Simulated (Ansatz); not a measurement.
# Li under changes of volume

One of the cells (21.609 Å³/atom); the others are scaled copies at fixed shape and fractional positions:

```xyz
1
Lattice="-1.7547 1.7547 1.7547 1.7547 -1.7547 1.7547 1.7547 1.7547 -1.7547" Properties=species:S:1:pos:R:3 pbc="T T T"
Li    0.0000    0.0000    0.0000
```

| Quantity | Value |
| --- | --- |
| Program | Ansatz 0.2.0 |
| Functional | PBEsol |
| Dispersion | D3(BJ) |
| Potentials or basis | Ansatz PAW |
| Cutoff | 420 eV (not typed: the program's choice for these potentials) |
| k mesh | 11 × 11 × 11 |
| Occupations | fermi-dirac, width 0.05 eV |
| Spin | no spin polarisation |

| volume (Å³/atom) | energy over the lowest point (meV/atom) | pressure (GPa) |
| --- | --- | --- |
| 20.312 | 0.00 | -1.3 |
| 20.744 | 3.79 | -1.5 |
| 21.177 | 8.16 | -1.7 |
| 21.609 | 13.05 | -1.9 |
| 22.041 | 18.40 | -2.1 |
| 22.473 | 24.19 | -2.2 |
| 22.905 | ? | ? |

Q: What does the run at 22.905 Å³/atom give?

A: Energy over the lowest point 30.36 meV/atom; pressure -2.4 GPa.

Worked out: A Birch-Murnaghan fit of order 3 (a polynomial in V^(-2/3)) to the other rows has no minimum within the range. It gives 30.37 meV/atom at 22.905 Å³/atom, against the run's 30.36, and -dE/dV = -2.4 GPa, against -2.4.

Energies are extrapolated to zero smearing.

Caveats: pairwise dispersion overbinds metals, which lowers pressure and volume.
